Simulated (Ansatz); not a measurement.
Data:

NaBr:
```
CELL_PARAMETERS angstrom
      0.00000     2.97373     2.97373
      2.97373     0.00000     2.97373
      2.97373     2.97373     0.00000
ATOMIC_POSITIONS crystal
  Na 0.00000 0.00000 0.00000
  Br 0.50000 0.50000 0.50000
```

This is the r²SCAN-relaxed structure.

All from DFT-r²SCAN in the program Ansatz with PAW potentials, unless another level is named. Predict the HSE06 gap on the r²SCAN cell.

5.41 eV.

And the electron effective mass?

0.33 mₑ (isotropic).

Next, the formation energy from the elements (no fitted shifts)?

-1.81 eV/atom.

And the weight of the valence-edge state by species (Voronoi cells)?

Br 94 %, Na 6 %.

Space group Fm-3m (rock salt). The r²SCAN relaxation kept the symmetry of its start; phonons on a q-mesh show no instability. The references are the lowest solids computed at this level, not always the standard phases. Scalar-relativistic: spin–orbit coupling is off unless named, which matters more the heavier the elements.

Potentials: the later of the program's two PAW sets.
